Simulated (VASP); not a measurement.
Mo: single point with LDA

Crystal: Mo.

```
CELL_PARAMETERS angstrom
-1.57342 1.57342 1.57342
1.57342 -1.57342 1.57342
4.72025 4.72025 -3.14683
ATOMIC_POSITIONS crystal
Mo 0.00000 0.00000 0.00000
Mo 0.83333 0.83333 0.33333
Mo 0.66667 0.66667 0.66667
```

This isn't the form of Mo at room conditions, which is bcc.

```json
{
 "Program": "VASP 6.6.1",
 "Task": "single point",
 "Functional": "LDA",
 "Potentials or basis": "VASP PAW LDA potentials, release 64 (Mo_sv)",
 "Cutoff": "520 eV",
 "k mesh": "8 × 8 × 8",
 "Occupations": "methfessel-paxton, width 0.1 eV",
 "Spin": "no spin polarisation",
 "Dipole correction": "no",
 "Further INCAR settings": "ALGO = Fast; EDIFF = 1e-06; NBANDS = 28"
}
```

```
Pressure               : 2.4 GPa
Largest force          : 2.929 eV/Å
Band gap on the k mesh : none (metal or under the smearing width)
```

Forces on the atoms (eV/Å):
```
Mo   2.071  2.071  0.000
Mo   0.000  0.000  0.000
Mo  -2.071 -2.071  0.000
```

Stress tensor (GPa, compression positive):
```
 6.88  8.58  0.00
 8.58  6.88  0.00
 0.00  0.00 -6.60
```

Levels at points of the mesh, in eV from the Fermi level:
| k point | band 18 | band 19 | band 20 | band 21 | band 22 | band 23 | band 24 | band 25 |
| --- | --- | --- | --- | --- | --- | --- | --- | --- |
| (0.00, 0.00, 0.00) | -1.78 | -1.64 | -0.28 | -0.26 | 0.04 | 0.45 | 0.88 | 1.19 |
| (0.50, 0.00, 0.00) | -2.54 | -0.13 | 0.24 | 0.53 | 1.24 | 1.59 | 2.29 | 3.12 |
| (0.50, 0.50, 0.00) | -2.17 | -1.94 | -0.43 | 1.74 | 1.99 | 2.99 | 3.83 | 4.29 |
| (0.00, 0.00, 0.50) | -2.71 | -1.31 | -1.09 | -0.43 | 0.48 | 1.09 | 1.58 | 1.99 |
| (0.50, 0.00, 0.50) | -2.24 | -1.19 | -0.88 | 0.27 | 1.74 | 2.49 | 2.65 | 3.17 |
| (0.50, 0.50, 0.50) | -1.72 | -1.54 | -1.23 | 1.15 | 1.54 | 1.90 | 4.45 | 4.53 |

Run time: 110 s on 1 thread of AMD EPYC 7R13 Processor (Zen 3), with other jobs on the host, peak memory 0.18 GiB.

Caveat: forces of over 1 eV/Å show positions far from the minimum, so gaps and moduli don't describe the material at rest.
